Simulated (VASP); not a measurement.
Here is a VASP 6.6.1 calculation.

Contents of POSCAR:

```
Si36C35                                 
1.0
   -4.6397850000     -8.0363460000      0.0000000000
    9.2795730000      0.0000000000      0.0000000000
    0.0000000000      0.0000000000     10.1265810000
  Si              C             
    36    35
Direct
     0.5551891339362914    0.1104818047245558    0.9363298396264157
     0.5549944562088935    0.4449845105386695    0.9377599235879230
     0.2218017955715299    0.1116265909284127    0.9379571097262276
     0.5551997465741852    0.7774470008479559    0.9379181717520791
     0.2220416165252365    0.4446703419930779    0.9378158174992929
     0.8894323862242597    0.1115977427057436    0.9378937903039051
     0.2219368801382829    0.7773977579039718    0.9377888169865602
     0.8892098322463386    0.4447292516264116    0.9376756094529823
     0.8888199047226251    0.7779383026699459    0.9381803818824226
     0.4445429264242618    0.8891244638096569    0.4382020163361250
     0.4445073447967494    0.2224194056100159    0.4380809299098773
     0.1110717601184728    0.8889372987866039    0.4382518296118505
     0.4443920557600125    0.5556346859502831    0.4379406045742031
     0.1110956370975310    0.2223508596440123    0.4379791606139779
     0.7778782036965453    0.8890646641221585    0.4383211462577586
     0.1112333128904101    0.5556448626464022    0.4379605455874369
     0.7777035562443749    0.2225161962656109    0.4381934566692522
     0.7780009916276730    0.5561166221096596    0.4380193828529133
     0.6655841352189140    0.0018108382073908    0.6894516546547965
     0.6652664176595091    0.3315454039512535    0.6883184843617056
     0.3363400087805333    0.0022454511105346    0.6892137068661993
     0.6678341454074774    0.6676803354294324    0.6875976021255837
     0.3333266818835014    0.3338448467314969    0.6878612139306218
     0.9997179787974182    0.9993696436420838    0.6876166652792751
     0.3334958737943693    0.6672530367163277    0.6878297330299994
     0.9997659602208416    0.3336067026994771    0.6878663619802444
     0.9997159648462763    0.6675317631766430    0.6875632689002443
     0.6662304721386486    0.0005529470064441    0.1880551628517561
     0.6660958533208021    0.3325487855214925    0.1876976705665009
     0.3339880890989527    0.0004014888336144    0.1879133882216095
     0.6668088673607165    0.6670137026239451    0.1881903886264366
     0.3331354644285095    0.3334704758845397    0.1880386188439759
     0.9997530086011749    0.9998669289469810    0.1882606367211391
     0.3332584461022943    0.6666267888369768    0.1881575558850821
     0.0000436024257887    0.3334525151052615    0.1881750554068558
     0.9999235893401138    0.6668077219781561    0.1880570049185846
     0.5547874963609432    0.4448368537865996    0.7503171521269502
     0.2225970091483728    0.1123266849956450    0.7504542311261196
     0.5550240272148054    0.7779526330931087    0.7504529965253812
     0.2221049741372152    0.4449185349691843    0.7496573604213169
     0.8894428730899048    0.1121459015252849    0.7504446083791456
     0.2228674538465848    0.7780645792823392    0.7503197625709040
     0.8890522187708810    0.4444084243752170    0.7502224864109286
     0.8890736188036151    0.7781505333207365    0.7502484824395623
     0.4444248876384612    0.8890410747465415    0.2497992643858026
     0.4443569013743537    0.2222405608664493    0.2496474895964657
     0.1109027072762767    0.8888455850843656    0.2499453272855031
     0.4445330197996177    0.5556743621682392    0.2500067601746374
     0.1109236844614419    0.2221278452103547    0.2500387937930147
     0.7776852413990676    0.8890348892532338    0.2501245309453137
     0.1110643552086482    0.5556612003199096    0.2500104860423231
     0.7776384990728087    0.2223500179831968    0.2497762952900275
     0.7778056151360750    0.5558280499508075    0.2496599648657371
     0.6662708760067081    0.0007963235111621    0.5008082551872017
     0.6663991875725945    0.3331639779093928    0.5001677404942070
     0.3343696236835986    0.0006936329538725    0.5006451957722345
     0.6666775102931176    0.6669705650831824    0.5005053444085392
     0.3333125054744147    0.3334250522773572    0.5004936717098293
     0.0000660778358279    0.0001400313496382    0.5005714996843496
     0.3334903033691489    0.6669536018379837    0.5005232022659017
     0.9998870139211833    0.3334015399047640    0.5005567228971974
     0.0001549175397871    0.6668279017140681    0.5005156437507612
     0.6668475247838871    0.9999833453688820    0.9995130534129999
     0.6664014292229523    0.3334439116057558    0.9987417265662547
     0.3328203938791973    0.9999199934777010    0.9993297639339278
     0.6665423378437249    0.6668681035198447    0.0007608623191113
     0.3330826616395156    0.3335898238455176    0.0007592862626091
     0.9998557036979404    0.0001343035743516    0.0008097386723938
     0.3332446321147182    0.6667960955376758    0.0008058259173510
     0.9998940499773152    0.3334926412430429    0.0007877818933165
     0.9999302581757863    0.6667162150693984    0.0006106260707926
```

File INCAR.step1:

```
PREC     = Normal         # precision mode
ENCUT    = 400            # plane-wave cutoff, eV
EDIFF    = 1E-5           # SCF threshold, eV
ISMEAR   = 0              # smearing method
SIGMA    = 0.01           # smearing width, eV
LREAL    = Auto         
LASPH    = T              # aspherical terms in the spheres
NELM     = 80             # most SCF steps
ALGO     = Normal         # electronic algorithm
ISIF     = 2              # what is computed and relaxed
LWAVE    = T              # write WAVECAR
LCHARG   = F              # write CHGCAR
NBANDS   = 183            # bands
ICORELEVEL= 1            
GGA      = PE             # functional
```

File INCAR.step2:

```
PREC     = Normal         # precision mode
ENCUT    = 400            # plane-wave cutoff, eV
EDIFF    = 1E-6           # SCF threshold, eV
ISMEAR   = 0              # smearing method
SIGMA    = 0.01           # smearing width, eV
LREAL    = Auto         
LASPH    = T              # aspherical terms in the spheres
NELM     = 80             # most SCF steps
ALGO     = Normal         # electronic algorithm
ISIF     = 2              # what is computed and relaxed
LWAVE    = F              # write WAVECAR
LCHARG   = F              # write CHGCAR
GGA      = PE             # functional
LHFCALC  = T              # exact exchange
HFSCREEN = 0.2            # screening, 1/A
PRECFOCK = Fast         
NBANDS   = 183            # bands
ICORELEVEL= 1            
ISTART   = 1
```

Contents of KPOINTS:

```
Automatic mesh
0
Gamma
  1 1 1
```

Potentials or basis: VASP PAW PBE potentials, release 64 (Si, C).

Command:

```sh
$ cat potpaw_PBE.64/Si/POTCAR potpaw_PBE.64/C/POTCAR > POTCAR
$ cp INCAR.step1 INCAR
$ mpirun -np 8 vasp_gam > vasp.out
$ cp INCAR.step2 INCAR
$ mpirun -np 8 vasp_gam > vasp.out
```

Problem. What does it give for the largest force?

Solution. 1.395 eV/Å.

Problem. Predict the band gap on the k mesh.

Solution. 1.05 eV, direct.

Forces in eV/Å, atoms in the order of the input:
```
Si  -0.032  0.018  0.671
Si  -0.334 -0.178  0.643
Si  -0.308 -0.190  0.646
Si   0.305 -0.173  0.657
Si   0.003 -0.002  0.432
Si   0.008  0.357  0.668
Si   0.301 -0.175  0.650
Si  -0.006  0.347  0.647
Si  -0.006 -0.003  0.509
Si   0.037 -0.014  0.059
Si  -0.030 -0.020  0.059
Si   0.003  0.124 -0.211
Si   0.009  0.004  0.115
Si   0.012 -0.004  0.113
Si  -0.107 -0.060 -0.200
Si   0.000  0.002  0.115
Si   0.002  0.034  0.054
Si   0.107 -0.062 -0.223
Si  -0.107 -0.071 -1.306
Si   0.105 -0.061 -1.390
Si  -0.006  0.132 -1.325
Si   0.009 -0.419 -0.484
Si   0.103  0.072 -0.247
Si  -0.365  0.222 -0.482
Si  -0.114  0.061 -0.237
Si  -0.005 -0.143 -0.247
Si   0.376  0.214 -0.475
Si  -0.079 -0.046 -0.291
Si   0.080 -0.045 -0.274
Si   0.010  0.090 -0.276
Si  -0.016 -0.243  0.168
Si  -0.062 -0.039  0.117
Si  -0.213  0.118  0.170
Si   0.066 -0.037  0.097
Si   0.004  0.076  0.090
Si   0.219  0.131  0.176
C   -0.625  0.306  0.045
C   -0.019 -0.694  0.043
C    0.601  0.341  0.013
C   -0.001 -0.002 -0.170
C    0.596  0.372  0.033
C    0.022 -0.681  0.024
C   -0.572  0.364  0.049
C    0.002  0.005 -0.184
C   -0.026  0.016 -0.101
C    0.033  0.020 -0.106
C    0.005  0.131  0.018
C    0.006  0.024 -0.176
C    0.022 -0.018 -0.177
C   -0.124 -0.079  0.008
C   -0.013 -0.008 -0.174
C    0.002 -0.030 -0.109
C    0.120 -0.071  0.016
C   -0.285 -0.159  0.241
C    0.310 -0.179  0.214
C    0.007  0.345  0.230
C   -0.008  0.070  0.181
C    0.028  0.008  0.065
C    0.068 -0.037  0.181
C   -0.025  0.020  0.057
C    0.006 -0.029  0.054
C   -0.056 -0.032  0.174
C   -0.470 -0.263  0.595
C    0.450 -0.265  0.580
C   -0.001  0.526  0.594
C   -0.009  0.058 -0.258
C    0.074  0.040 -0.214
C    0.048 -0.039 -0.252
C   -0.083  0.047 -0.213
C    0.003 -0.098 -0.213
C   -0.056 -0.026 -0.252
```

Caveat: the PAW data sets were made with another functional, which shifts forces and pressure a little.
